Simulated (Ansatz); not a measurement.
# Nb (Pm-3m) in Ansatz: convergence with xc grid

Aim: find how far xc grid must go before the results for Nb settle, at r2SCAN. This setting moves, with any that are tied to it; all else stays.

Everything below comes from runs of Ansatz 0.2.0. Logs are shortened: lines on timing, memory, paths and dates and some standing lists are left out, and cuts for length are marked.

### 1 The structure

The structure is cubic, space group Pm-3m (No. 221). The conventional cell has a = 2.720 Å, b = 2.720 Å, c = 2.720 Å, α = 90.00°, β = 90.00°, γ = 90.00°. Nb (site symmetry m-3m) is surrounded by 6 Nb at 2.72 Å.

The cell was built by a generator and needn't be a form met in nature.

### 2 With xc grid 1

The input, input.yaml:

```yaml
crystal:
  lattice:
    - [2.71964, 0.0, 0.0]
    - [0.0, 2.71964, 0.0]
    - [0.0, 0.0, 2.71964]
  atoms:
    - { symbol: Nb, position: [0.5, 0.5, 0.5] }
hamiltonian:
  xc: r2scan
  pseudopotentials: { kind: nc, accuracy: standard }
kpoints:
  mp_grid: { grid: [8, 8, 8] }
scf:
  occupations: { method: gaussian, width: 0.05 }
output:
  forces: true
  stress: true
  eigenvalues: true
basis:
  xc_grid: 1
```

Potentials or basis: PseudoDojo standard (PBE files).

The run is started by

```
$ ansatz run input.yaml --threads 2 --pin off --max-ram 5632MiB --backend cpu --events-out ev --progress --plain --runs-dir out
```

Run time: 2.2 s. Hardware: 2 threads of Arm Neoverse V1, shared host; peak memory 0.26 GiB.

What came out:

| Quantity | Value |
| --- | --- |
| Free energy | -1716.4028 eV |
| Pressure | -5.0 GPa |
| Band gap on the k mesh | none (metal or under the smearing width) |

### 3 With xc grid 2

input.yaml: that of step 2 with these lines changed.

```diff
@@ -19,2 +19,2 @@
 basis:
-  xc_grid: 1
+  xc_grid: 2
```

Potentials or basis: PseudoDojo standard (PBE files).

The run is started by

```
$ ansatz run input.yaml --threads 2 --pin off --max-ram 5632MiB --backend cpu --events-out ev --progress --plain --runs-dir out
```

Wall time 2.3 s (2 threads of Arm Neoverse V1, shared host); peak memory 0.27 GiB.

What came out:

```yaml
Free_energy: -1716.4027 eV
Pressure: -5.0 GPa
Band_gap_on_the_k_mesh: none (metal or under the smearing width)
```

### 4 With xc grid 3

input.yaml: that of step 3 with these lines changed.

```diff
@@ -19,2 +19,2 @@
 basis:
-  xc_grid: 2
+  xc_grid: 3
```

The run is started by

```
$ ansatz run input.yaml --threads 2 --pin off --max-ram 5632MiB --backend cpu --events-out ev --progress --plain --runs-dir out
```

It took 2.5 s on 2 threads of Arm Neoverse V1, shared host; peak memory 0.29 GiB.

The run converged. Its results:

```
Free energy            : -1716.4027 eV
Pressure               : -5.0 GPa
Band gap on the k mesh : none (metal or under the smearing width)
```

### 5 With xc grid 4

input.yaml: that of step 4 with these lines changed.

```diff
@@ -19,2 +19,2 @@
 basis:
-  xc_grid: 3
+  xc_grid: 4
```

The run is started by

```
$ ansatz run input.yaml --threads 2 --pin off --max-ram 5632MiB --backend cpu --events-out ev --progress --plain --runs-dir out
```

Run time: 2.3 s. Hardware: 2 threads of Arm Neoverse V1, shared host; peak memory 0.34 GiB.

Results (log left out):

```
Free energy            : -1716.4027 eV
Pressure               : -5.0 GPa
Band gap on the k mesh : none (metal or under the smearing width)
```

### 6 With xc grid 5

input.yaml: that of step 5 with these lines changed.

```diff
@@ -19,2 +19,2 @@
 basis:
-  xc_grid: 4
+  xc_grid: 5
```

Potentials or basis: PseudoDojo standard (PBE files).

The run is started by

```
$ ansatz run input.yaml --threads 2 --pin off --max-ram 5632MiB --backend cpu --events-out ev --progress --plain --runs-dir out
```

The log of the run:

```text
Warning: hamiltonian.xc reads the kinetic-energy density τ on the library's norm-conserving files, and those of Nb were made for PBE. This build holds files of Nb that were made for r²SCAN, which a deck under this functional can read where it names no table (hamiltonian.pseudopotentials.accuracy or source), types no xc_functional and has no exact exchange, max_exx_coeff or level of output.embedding that keeps them out. To compare such runs, type hamiltonian.pseudopotentials: {kind: paw, frozen_core: stored} on both or, where PAW refuses one, {kind: nc, accuracy: standard}
Warning: RAYON_NUM_THREADS=2 ignored (pool sized by the plan → 2); use --threads N
Engine: ansatz 0.2.0, aarch64-unknown-linux-gnu
Pseudopotentials: kind: nc
Pseudopotential: Nb, nc, valence charge 13, recommended cutoff 1115.666836 eV (normal), Nb.nc.azcp (PseudoDojo's, or run here from an input of PseudoDojo's; its table is named by hamiltonian.pseudopotentials.accuracy)
Functional definition: r2SCAN
  parameter k0 = 0.174
  parameter k1 = 0.065
  parameter a1 = 4.9479
  exchange = r2scan_x(k0 = k0, k1 = k1, a1 = a1)
  correlation = r2scan_c
Crystal: 1 atoms, lattice volume = 20.116 Å³
Basis set: ecut = 1115.666836 eV, 1743 PW (Γ), exchange–correlation on 150×150×150 points (125 copies of the dense FFT grid, shifted against one another)
Bands: 11, of which v1, the nominal top of the filled ones, is band 7 counted from 1 (6 counted from 0)
Symmetry: 48 space group operations
Space group: Pm-3m (ITA 221), of the structure as read, at distance tolerance 2.7e-5 Å
k-points: 35 of 512
Non-local potential: Nb, projectors of the file, l = 0: 2, l = 1: 2, l = 2: 2
Initial density: superposition of atomic densities (chi_scale 0.1, normalization cell)
Initial wavefunctions: pseudopotential atomic-orbital guess
Functional: x = r2scan, c = r2scan; τ floored in thin density (d = 2e-4 eV/Å³)
SCF iter   1: F=—  HF=-1716.469310 eV  |F-HF|=—  |Δ(HF+E_count)|=         —  Δρ=6.17e-2  dr2=6.76e-1  dr2_τ=1.15e-1  ethr=3.10e-3  ⟨swp⟩=6.0  Hψ=2786  notcnv=0
preconditioner: auto → none  [metal: Δε(μ)=0.032 eV  Ē_g=7.131 eV  σ=0.050 eV  W_gap=0.34  n_scr=6 (ndim 8)  ℏωp=18.5 eV  f_vac=0.000  D(μ)=1.91/eV (n_scr^D=26)  sad-step TF]
SCF iter   2: F=—  HF=-1716.391030 eV  |F-HF|=—  |Δ(HF+E_count)|=   7.83e-2  Δρ=3.58e-2  dr2=2.11e-1  dr2_τ=2.19e-2  ethr=3.10e-3  ⟨swp⟩=2.2  Hψ=814  notcnv=0  defer=10
SCF iter   3: F=—  HF=-1716.400987 eV  |F-HF|=—  |Δ(HF+E_count)|=   9.96e-3  Δρ=5.31e-3  dr2=5.49e-3  dr2_τ=1.16e-3  ethr=1.62e-3  ⟨swp⟩=3.8  Hψ=801  notcnv=0  defer=10
SCF iter   4: F=—  HF=-1716.402659 eV  |F-HF|=—  |Δ(HF+E_count)|=   1.67e-3  Δρ=9.68e-4  dr2=1.15e-4  dr2_τ=5.63e-5  ethr=4.22e-5  ⟨swp⟩=2.6  Hψ=730  notcnv=0  defer=10
SCF iter   5: F=—  HF=-1716.402728 eV  |F-HF|=—  |Δ(HF+E_count)|=   6.86e-5  Δρ=6.86e-5  dr2=1.70e-7  dr2_τ=5.72e-7  ethr=8.81e-7  ⟨swp⟩=2.5  Hψ=641  notcnv=0  defer=10
SCF iter   6: F=—  HF=-1716.402731 eV  |F-HF|=—  |Δ(HF+E_count)|=   3.04e-6  Δρ=9.04e-6  dr2=6.05e-9  dr2_τ=2.07e-9  ethr=7.69e-10  ⟨swp⟩=10.5  Hψ=2494  notcnv=0
SCF iter   7: F=-1716.402731 eV  HF=-1716.402731 eV  |F-HF|=6.18e-11  |Δ(HF+E_count)|=   1.77e-8  Δρ=1.01e-6  dr2=8.30e-11  dr2_τ=3.82e-11  ethr=4.66e-11  ⟨swp⟩=3.0  Hψ=1402  notcnv=0
SCF 1 converged in 7 iterations: F = -1716.402731 eV  dr2 = 8.30e-11
SCF converged after 7 iterations
Free energy (F): -1716.402731 eV
Harris-Foulkes:  -1716.402731 eV  (|F-HF|=6.18e-11)
Internal energy: -1716.399765 eV  (E = F + TS)
E sigma→0 (E₀):  -1716.401248 eV
Entropy (-TS):   -0.002966 eV (-2.966 meV/atom)
Fermi energy:    15.867732 eV
--- Per-component energies (eV) ---
  E_band       = -107.262099
  E_kinetic    = 498.326895
  E_local      = -1027.030985  (includes V_loc(G=0)·N_el)
  E_nonlocal   = 214.350543
  E_hartree    = 245.877875
  E_xc         = -378.513959
  E_vxc        = -300.925086  (∫ρ·V_xc dr)
  E_vtau       = 16.260787  (kinetic-family band-sum trace: ∫τ·v_τ [+ j·A + Jᵃ·Aᵃ] dr)
  E_ewald      = -1269.410134
  E_smearing   = -0.002966  (= −TS)
  E_closure    = -0.000000  (closes the sum)
  Σ components = -1716.402731   (vs F -1716.402731, Δ=0.00e0)
--- Forces (eV/Å), atoms counted from 1 ---
  atom   1  Nb     0.00000000     0.00000000    -0.00000000
  max |Σ_I F_I| component: 5.52e-30 eV/Å
--- Stress (GPa, compression-positive) ---
       -5.001242       0.000000      -0.000000
        0.000000      -5.001242       0.000000
        0.000000       0.000000      -5.001242
  P = ⅓ Tr σ = -5.0012 GPa (-50.012 kbar)
--- Band table (eV; the first three rows and the last of 35) ---
  k-point 0: bands = ["-40.8009", "-15.3149", "-15.3149", "-15.3149", "9.8180", "12.7790", "12.7790", "21.0937", "21.0937", "21.0937", "31.3471"]
  k-point 1: bands = ["-40.7723", "-15.5538", "-15.2950", "-15.2950", "10.2666", "12.9014", "13.2937", "20.4500", "20.4500", "21.1402", "29.3505"]
  k-point 2: bands = ["-40.7023", "-16.1046", "-15.2465", "-15.2465", "11.3165", "13.2147", "14.6729", "19.1953", "19.1953", "21.2545", "26.6574"]
  k-point 34: bands = ["-40.2245", "-16.4062", "-16.4062", "-16.4062", "13.2796", "13.2796", "13.2796", "23.3914", "23.3914", "23.5061", "28.6280"]
```

Wall time 2.5 s (2 threads of Arm Neoverse V1, shared host); peak memory 0.41 GiB.

What came out:

```yaml
Free_energy: -1716.4027 eV
Pressure: -5.0 GPa
Band_gap_on_the_k_mesh: none (metal or under the smearing width)
```

### 7 Summary

| xc grid | energy less the tightest run, at zero smearing (meV/atom) | SCF cycles | CPU time (s) | peak memory (GiB) |
| --- | --- | --- | --- | --- |
| 1 | -0.02 | 7 | 4.3 | 0.26 |
| 2 | 0.00 | 7 | 4.3 | 0.27 |
| 3 | 0.00 | 7 | 4.5 | 0.29 |
| 4 | 0.00 | 7 | 4.4 | 0.34 |
| 5 | 0.00 | 7 | 4.7 | 0.41 |

Against the tightest run, the energy stays within 1 meV/atom from 1 on. The tightest run that finished is the yardstick and may itself not be fully converged.

Caveats: the meta-GGA runs on potentials made for a GGA; the potentials were made for another functional, which shifts forces and pressure.
